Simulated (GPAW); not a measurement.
The system is SiC.

```
Si C
1.0
     3.07569    0.00000    0.00000
    -1.53785    2.66363    0.00000
     0.00000    0.00000   10.07065
Si C
4 4
Cartesian
  0.0000 0.0000 1.8922
  0.0000 0.0000 6.9275
  0.0000 1.7758 4.4094
  1.5378 0.8879 9.4447
  0.0000 0.0000 0.0046
  0.0000 0.0000 5.0400
  0.0000 1.7758 2.5157
  1.5378 0.8879 7.5510
```

The cell is a database's computed one.

| Property | Result |
| --- | --- |
| Program | GPAW 26.7.0 |
| Task | relaxation of cell and atoms |
| Functional | TASK |
| Potentials or basis | GPAW PAW data sets (gpaw-data 1.2.1) |
| Cutoff | 800 eV |
| Basis | pw |
| k mesh | 6 × 6 × 2 |
| Occupations | fermi-dirac, width 0.05 eV |
| Spin | no spin polarisation |

At the start: pressure 9.1 GPa; volume 10.31 Å³/atom.

Where does the relaxation end?

Over 7 steps the energy falls by 12.0 meV/atom and the volume is 10.71 Å³/atom (+3.8 %); space group P6_3mc (No. 186, to 0.05 Å).

Step by step:
```csv
step,energy change (eV),largest force (eV/Å),pressure (GPa),volume (Å³)
1,0.0000,0.0224,9.06,82.50
2,-0.0103,0.0132,8.51,82.68
3,-0.0286,0.0034,7.46,83.04
4,-0.0510,0.0133,5.99,83.54
5,-0.0724,0.0167,4.22,84.17
6,-0.0883,0.0088,2.25,84.90
7,-0.0960,0.0064,0.24,85.67
```

Final structure:
```
CELL_PARAMETERS angstrom
3.11514 0.00000 0.00000
-1.55757 2.69779 0.00000
0.00000 0.00000 10.19436
ATOMIC_POSITIONS crystal
Si 0.00000 0.00000 0.18793
Si 0.00000 0.00000 0.68793
Si 0.33333 0.66667 0.43786
Si 0.66667 0.33333 0.93786
C 0.00000 0.00000 0.00042
C 0.00000 0.00000 0.50042
C 0.33333 0.66667 0.24979
C 0.66667 0.33333 0.74979
```

Caveat: the k mesh is coarse; later steps reuse the first step's grids; the PAW data sets were made with another functional, which shifts forces and pressure a little.
